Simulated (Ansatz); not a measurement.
LiF (P6_3mc) from a database structure, relaxed with r2SCAN in Ansatz: it is hexagonal, P6_3mc (No. 186); a = 3.081 Å, c = 4.785 Å in the conventional setting, 9.83 Å³ an atom. Li is surrounded by 4 F at 1.86–1.87 Å; F is surrounded by 4 Li at 1.86–1.87 Å. The primitive cell holds 4 atoms in 39.34 Å³. (Simulation; spin polarisation is off.)

Computed values: PBE gives a gap of 7.85 eV and PBE0 (25 % exact exchange) 10.79 eV; one over PBE's mean ε∞ is 0.530. HSE06 (6×6×4) gives a least gap of 10.03 eV, direct. PBEsol's static dielectric constant, on its own cell and averaged over directions, is 4.5.

(1) What is the density?

(2) Taking the gap as linear in the share of unscreened exchange, estimate the gap of the hybrid whose share is 1/ε∞.

(3) At what wavelength does absorption set in by HSE06, excitons left aside?

(4) As a gate dielectric 3 nm thick, what equivalent oxide thickness and capacitance would it have, with 3.9 for amorphous SiO₂?

Results:

(1) The cell holds 2 Li, 2 F: M = 2×6.940 + 2×18.998 = 51.88 u in V = 39.34 Å³. ρ = 1.66054 × M/V = 1.66054 × 51.88/39.34 = 2.190 g/cm³, for the static r2SCAN lattice.

(2) The slope is (10.79 − 7.85)/0.25 = 11.76 eV per unit share, so E_g ≈ 7.85 + 11.76 × 0.530 = 14.08 eV. The run with that share gives 14.17 eV (6×6×4 mesh), +0.09 eV from the straight line.

(3) λ = 1239.84 eV nm/E: 124 nm for the least gap. That lies in the ultraviolet, so by this gap the crystal is transparent to visible light.

(4) EOT = t × 3.9/κ = 3 × 3.9/4.5 = 2.60 nm; C/A = ε₀κ/t = 8.854 × 4.5/3 = 13.3 fF/µm². This takes the ideal crystal's mean κ, without interface layers; the tensor is anisotropic (4.2, 4.2, 5.0), so an oriented film differs.

The meshes of the hybrids are coarse, so their gaps aren't converged to the digits shown.
